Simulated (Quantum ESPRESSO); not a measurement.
Input of a Quantum ESPRESSO 7.5 run:

Contents of pw.in:

```
&CONTROL
  calculation = 'scf'
  prefix = 'pwscf'
  outdir = './tmp'
  pseudo_dir = './pseudo'
  tprnfor = .true.
  tstress = .true.
  disk_io = 'low'
/
&SYSTEM
  ibrav = 0
  celldm(1) = 8
  nat = 6
  ntyp = 2
  ecutwfc = 45
  ecutrho = 360
  nbnd = 36
  occupations = 'smearing'
  smearing = 'fd'
  degauss = 0.00367493
/
&ELECTRONS
  conv_thr = 1.2d-09
  electron_maxstep = 120
  mixing_beta = 0.5
/
ATOMIC_SPECIES
Mo    95.9500 mo_pbesol_v1.uspp.F.UPF
S     32.0600 s_pbesol_v1.4.uspp.F.UPF
CELL_PARAMETERS alat
  0.7522388980446   0.0000000000000   0.0000000000000
 -0.3761194490223   0.6514579954213   0.0000000000000
  0.0000000000000   0.0000000000000   5.1189219493742
ATOMIC_POSITIONS crystal
Mo     0.3333333333    0.6666666667    0.8511602300
Mo     0.6666666667    0.3333333333    0.1488397700
S      0.6666666667    0.3333333333    0.7796253900
S      0.3333333333    0.6666666667    0.0772510000
S      0.6666666667    0.3333333333    0.9227490000
S      0.3333333333    0.6666666667    0.2203746100
K_POINTS automatic
10 10 2 0 0 0
```

Contents of bands.in:

```
&CONTROL
  calculation = 'bands'
  prefix = 'pwscf'
  outdir = './tmp'
  pseudo_dir = './pseudo'
  disk_io = 'low'
  verbosity = 'high'
/
&SYSTEM
  ibrav = 0
  celldm(1) = 8
  nat = 6
  ntyp = 2
  ecutwfc = 45
  ecutrho = 360
  nbnd = 36
  occupations = 'smearing'
  smearing = 'fd'
  degauss = 0.00367493
/
&ELECTRONS
  conv_thr = 1d-08
  electron_maxstep = 120
  mixing_beta = 0.5
  diago_full_acc = .true.
  startingwfc = 'random'
/
ATOMIC_SPECIES
Mo    95.9500 mo_pbesol_v1.uspp.F.UPF
S     32.0600 s_pbesol_v1.4.uspp.F.UPF
CELL_PARAMETERS alat
  0.7522388980446   0.0000000000000   0.0000000000000
 -0.3761194490223   0.6514579954213   0.0000000000000
  0.0000000000000   0.0000000000000   5.1189219493742
ATOMIC_POSITIONS crystal
Mo     0.3333333333    0.6666666667    0.8511602300
Mo     0.6666666667    0.3333333333    0.1488397700
S      0.6666666667    0.3333333333    0.7796253900
S      0.3333333333    0.6666666667    0.0772510000
S      0.6666666667    0.3333333333    0.9227490000
S      0.3333333333    0.6666666667    0.2203746100
K_POINTS crystal
61
 0.0000000000  0.0000000000  0.0000000000 1
 0.0555555556  0.0000000000  0.0000000000 1
 0.1111111111  0.0000000000  0.0000000000 1
 0.1666666667  0.0000000000  0.0000000000 1
 0.2222222222  0.0000000000  0.0000000000 1
 0.2777777778  0.0000000000  0.0000000000 1
 0.3333333333  0.0000000000  0.0000000000 1
 0.3888888889  0.0000000000  0.0000000000 1
 0.4444444444  0.0000000000  0.0000000000 1
 0.5000000000  0.0000000000  0.0000000000 1
 0.4666666667  0.0666666667  0.0000000000 1
 0.4333333333  0.1333333333  0.0000000000 1
 0.4000000000  0.2000000000  0.0000000000 1
 0.3666666667  0.2666666667  0.0000000000 1
 0.3333333333  0.3333333333  0.0000000000 1
 0.3030303030  0.3030303030  0.0000000000 1
 0.2727272727  0.2727272727  0.0000000000 1
 0.2424242424  0.2424242424  0.0000000000 1
 0.2121212121  0.2121212121  0.0000000000 1
 0.1818181818  0.1818181818  0.0000000000 1
 0.1515151515  0.1515151515  0.0000000000 1
 0.1212121212  0.1212121212  0.0000000000 1
 0.0909090909  0.0909090909  0.0000000000 1
 0.0606060606  0.0606060606  0.0000000000 1
 0.0303030303  0.0303030303  0.0000000000 1
 0.0000000000  0.0000000000  0.0000000000 1
 0.0000000000  0.0000000000  0.5000000000 1
 0.0500000000  0.0000000000  0.5000000000 1
 0.1000000000  0.0000000000  0.5000000000 1
 0.1500000000  0.0000000000  0.5000000000 1
 0.2000000000  0.0000000000  0.5000000000 1
 0.2500000000  0.0000000000  0.5000000000 1
 0.3000000000  0.0000000000  0.5000000000 1
 0.3500000000  0.0000000000  0.5000000000 1
 0.4000000000  0.0000000000  0.5000000000 1
 0.4500000000  0.0000000000  0.5000000000 1
 0.5000000000  0.0000000000  0.5000000000 1
 0.4722222222  0.0555555556  0.5000000000 1
 0.4444444444  0.1111111111  0.5000000000 1
 0.4166666667  0.1666666667  0.5000000000 1
 0.3888888889  0.2222222222  0.5000000000 1
 0.3611111111  0.2777777778  0.5000000000 1
 0.3333333333  0.3333333333  0.5000000000 1
 0.3095238095  0.3095238095  0.5000000000 1
 0.2857142857  0.2857142857  0.5000000000 1
 0.2619047619  0.2619047619  0.5000000000 1
 0.2380952381  0.2380952381  0.5000000000 1
 0.2142857143  0.2142857143  0.5000000000 1
 0.1904761905  0.1904761905  0.5000000000 1
 0.1666666667  0.1666666667  0.5000000000 1
 0.1428571429  0.1428571429  0.5000000000 1
 0.1190476190  0.1190476190  0.5000000000 1
 0.0952380952  0.0952380952  0.5000000000 1
 0.0714285714  0.0714285714  0.5000000000 1
 0.0476190476  0.0476190476  0.5000000000 1
 0.0238095238  0.0238095238  0.5000000000 1
 0.0000000000  0.0000000000  0.5000000000 1
 0.5000000000  0.0000000000  0.5000000000 1
 0.5000000000  0.0000000000  0.0000000000 1
 0.3333333333  0.3333333333  0.0000000000 1
 0.3333333333  0.3333333333  0.5000000000 1
```

Potentials or basis: GBRV 1.5 PBEsol.

Command:

```console
$ OMP_NUM_THREADS=1 mpirun -n 2 pw.x -nk 2 -in pw.in > pw.out
$ OMP_NUM_THREADS=1 mpirun -n 2 pw.x -nk 2 -in bands.in > bands.out
```

**Question.** Predict the band gap along the path.

**Answer.** 1.24 eV, indirect (least direct gap 1.64 eV).

**Question.** Estimate the largest force.

**Answer.** 0.150 eV/Å.

**Question.** Estimate the band gap on the k mesh.

**Answer.** 1.38 eV, indirect (least direct gap 1.89 eV).

Forces in eV/Å, atoms in the order of the input:
```
Mo   0.000  0.000  0.006
Mo   0.000  0.000 -0.006
S    0.000  0.000  0.150
S    0.000  0.000  0.133
S    0.000  0.000 -0.133
S    0.000  0.000 -0.150
```

Expect the measured gap to be larger: semilocal functionals such as PBEsol lack the derivative discontinuity.
